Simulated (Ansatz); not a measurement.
**Ge (lonsdaleite): gap against strain (uniaxial along x, other directions held)**

Ge in the lonsdaleite structure, relaxed with r2SCAN in Ansatz 0.2.0, then strained (uniaxial along x, other directions held; changes of length per length, axes as in the cell below) with the atoms relaxed again within the symmetry that is left. It is hexagonal, P6_3/mmc (No. 194); conventional cell a = 3.998 Å, c = 6.593 Å, 22.81 Å³ an atom. Around Ge lie 4 Ge at 2.45–2.47 Å. (Simulation; spin polarisation is off.)

```yaml
crystal:
  lattice:
    - [3.99762, 0.00000, 0.00000]
    - [-1.99881, 3.46204, 0.00000]
    - [0.00000, 0.00000, 6.59282]
  atoms:
    - { symbol: Ge, position: [0.33333, 0.66667, 0.00037] }
    - { symbol: Ge, position: [0.66667, 0.33333, 0.50037] }
    - { symbol: Ge, position: [0.33333, 0.66667, 0.37463] }
    - { symbol: Ge, position: [0.66667, 0.33333, 0.87463] }
```

Gaps are the least over each mesh (HSE06 6×6×4 when unstrained) and the special points, which keep their unstrained names.

| strain (%) | gap, HSE06 (eV) | edges, HSE06 |
| --- | --- | --- |
| -3.21 | 0.449 | Γ |
| -2.0 | 0.438 | Γ |
| 0.0 | 0.380 | Γ |
| +3.0 | 0.022 | Γ |

Between zero and the nearest strains the slope of the HSE06 gap against strain is -0.029 eV per percent for negative and -0.119 for positive strain.

Spin-orbit coupling is left out.

Gaps or overlaps of about a tenth of an eV are at the limit of these meshes: between the points read a gap can be smaller or closed.

The meshes of the hybrids are coarse, so their gaps aren't converged to the digits shown.
